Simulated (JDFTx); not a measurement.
The system is Mg.

```
Mg
1.0
    -1.77276    1.77276    1.77276
     1.77276   -1.77276    1.77276
     1.77276    1.77276   -1.77276
Mg
1
Direct
  0.00000 0.00000 0.00000
```

This isn't the form of Mg at room conditions, which is hcp.

- Program: JDFTx 1.7.0 (patched build)
- Task: single point
- Functional: PBE
- Potentials or basis: PseudoDojo-SR-PBE-0.5-standard
- Cutoff: 1143 eV
- Density cutoff: 4572 eV
- k mesh: 11 × 11 × 11
- Occupations: fermi-dirac, width 0.05 eV
- Spin: no spin polarisation

On this cell: pressure 1.0 GPa; band gap on the k mesh none (metal or under the smearing width).

The same run follows on a disturbed copy (cell strained at random at fixed volume):

```
Mg
1.0
    -1.76811    1.75773    1.74720
     1.76248   -1.78962    1.77345
     1.78739    1.80889   -1.77909
Mg
1
Cartesian
  -0.0316 -0.0440 -0.0062
```

Question: What changes?

Answer: The energy (extrapolated to zero smearing) moves by +1.3 meV/atom; pressure 1.0 GPa; band gap on the k mesh none (metal or under the smearing width).

Stress tensor (GPa, compression positive):
```
 0.95 -0.34  0.10
-0.34  0.91  0.60
 0.10  0.60  1.08
```

Caveats: the empty levels aren't tightly converged (some runs).
